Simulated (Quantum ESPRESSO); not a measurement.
Runs of Quantum ESPRESSO 7.5 on SnTe. It takes space group Fm-3m (No. 225, cubic). The conventional cell has a = 6.302 Å, b = 6.302 Å, c = 6.302 Å, α = 90.00°, β = 90.00°, γ = 90.00°. Te (site symmetry m-3m) is surrounded by 6 Sn at 3.15 Å. Around Sn (site symmetry m-3m) lie 6 Te at 3.15 Å. 

```csv
level,potentials or basis,k mesh,cutoff (eV),k mesh of the self-consistent run,form of the LDA,mesh quality,gap on the mesh (eV)
PBEsol,PseudoDojo 0.4 SR PBEsol stringent,4 × 4 × 4,1388,8 × 8 × 8,-,coarse,0.14
PBEsol,PseudoDojo 0.4.1 SR PBEsol standard,14 × 14 × 14,1088,14 × 14 × 14,-,not flagged,0.14
LDA,PseudoDojo 0.4.1 SR LDA standard,2 × 2 × 2,381,8 × 8 × 8,PW92,coarse,(a)
LDA,PseudoDojo 0.4.1 SR LDA standard,4 × 4 × 4,1088,-,PW92,coarse,0.10
PBEsol,PseudoDojo 0.4.1 SR PBEsol standard,4 × 4 × 4,1088,8 × 8 × 8,-,coarse,0.14
LDA,PseudoDojo 0.4.1 SR LDA standard,2 × 2 × 2,762,8 × 8 × 8,PW92,coarse,0.11
LDA,PseudoDojo 0.4.1 SR LDA standard,2 × 2 × 2,490,8 × 8 × 8,PW92,coarse,0.06
LDA,PseudoDojo 0.4.1 SR LDA standard,4 × 4 × 4,1088,8 × 8 × 8,PW92,coarse,0.11
LDA,PseudoDojo 0.4.1 SR LDA standard,8 × 8 × 8,1088,8 × 8 × 8,PW92,not flagged,0.11
LDA,PseudoDojo 0.4.1 SR LDA stringent,4 × 4 × 4,1170,8 × 8 × 8,PW92,coarse,0.11
```

Alike in all rows: task single point; no spin polarisation; cell as given; smearing fermi-dirac 0.05 eV.

Q: Estimate the missing entries.

A: (a) 0.05.

Caveats: some runs use coarse meshes; spin-orbit coupling is left out, which moves the levels of the heavy elements.

A k mesh can miss the band edges, and the runs leave out spin-orbit coupling on Sn, Te.

Not every run made on this cell is shown here.
